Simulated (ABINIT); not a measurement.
Crystal: Sn.

```xyz
1
Lattice="-1.7265 1.7755 2.3383 1.7265 -1.7755 2.3383 1.7265 1.7755 -2.3383" Properties=species:S:1:pos:R:3 pbc="T T T"
Sn    0.0000    0.0000    0.0000
```

This isn't the form of Sn at room conditions, which is tetragonal (white tin).

| Item | Value |
| --- | --- |
| Program | ABINIT 10.8.3 (patched build) |
| Task | relaxation of cell and atoms |
| Functional | LDA |
| Potentials or basis | JTH PAW LDA v2.0 |
| Cutoff | 599 eV |
| k mesh | 11 × 11 × 11 |
| Occupations | fermi-dirac, width 0.05 eV |
| Spin | no spin polarisation |

At the start: pressure -4.7 GPa; volume 28.67 Å³/atom.

Problem. Where does the relaxation end?

Solution. Over 14 steps the energy falls by 47.4 meV/atom and the volume is 25.96 Å³/atom (-9.5 %); space group I4/mmm (No. 139, to 0.05 Å).

The path:
```
step  energy change (eV)  largest force (eV/Å)  pressure (GPa)  volume (Å³)
   1              0.0000                0.0000           -4.75        28.67
   2             -0.0118                0.0000           -4.21        28.26
   3             -0.0448                0.0000            1.19        25.46
   4             -0.0465                0.0000           -0.06        25.97
   5             -0.0466                0.0000            0.04        25.93
   6             -0.0470                0.0000            0.25        25.84
   7             -0.0472                0.0000            0.21        25.86
   8             -0.0473                0.0000            0.07        25.92
   9             -0.0473                0.0000            0.00        25.95
  10             -0.0473                0.0000           -0.03        25.96
  11             -0.0473                0.0000           -0.07        25.98
  12             -0.0473                0.0000           -0.08        25.99
  13             -0.0474                0.0000           -0.06        25.98
  14             -0.0474                0.0000           -0.02        25.96
```

Final structure:
```
CELL_PARAMETERS angstrom
-1.68391 1.68420 2.28844
1.68391 -1.68420 2.28844
1.68391 1.68420 -2.28844
ATOMIC_POSITIONS crystal
Sn 0.00000 0.00000 0.00000
```
